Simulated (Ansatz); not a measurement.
Input and command of a plane-wave DFT calculation in Ansatz:

```yaml
crystal:
  lattice:
    - [3.816232874, 0.0, 0.0]
    - [-1.908116437, 3.3049546156, 0.0]
    - [0.0, 0.0, 6.1947834467]
  atoms:
    - { symbol: Si, position: [0.3333333333, 0.6666666667, 0.0630332931] }
    - { symbol: Si, position: [0.6666666667, 0.3333333333, 0.5630332931] }
    - { symbol: Si, position: [0.3333333333, 0.6666666667, 0.4369667069] }
    - { symbol: Si, position: [0.6666666667, 0.3333333333, 0.9369667069] }
basis:
  ecutwfc: 420
kpoints:
  mp_grid: { grid: [12, 12, 6] }
hamiltonian:
  xc: lda
scf:
  occupations: { method: gaussian, width: 0.02 }
output:
  forces: true
  stress: true
  eigenvalues: true
relax:
  adjacent_minimum: "off"
  f_tol: 0.008
  max_steps: 40
  cell: { stress_tol: 0.015, fix: [c, angles] }
```

```bash
ansatz run input.yaml --threads 1 --pin off --max-ram 2560MiB --backend cpu --events-out ev --progress --plain --runs-dir out
```

Processor: Intel(R) Xeon(R) Platinum 8488C (Sapphire Rapids), 1 thread, on a host shared with other jobs.

Estimate time, memory and problem size.

About 29 s on 1 thread of Intel(R) Xeon(R) Platinum 8488C (Sapphire Rapids), on a shared host, peak memory 0.48 GiB. It solves 12 bands at 172 k points (the mesh reduced by the symmetry that the task leaves, which can be less than the crystal's) with about 1521 plane waves (on the last cell), in 19 SCF iterations over 5 ionic steps.
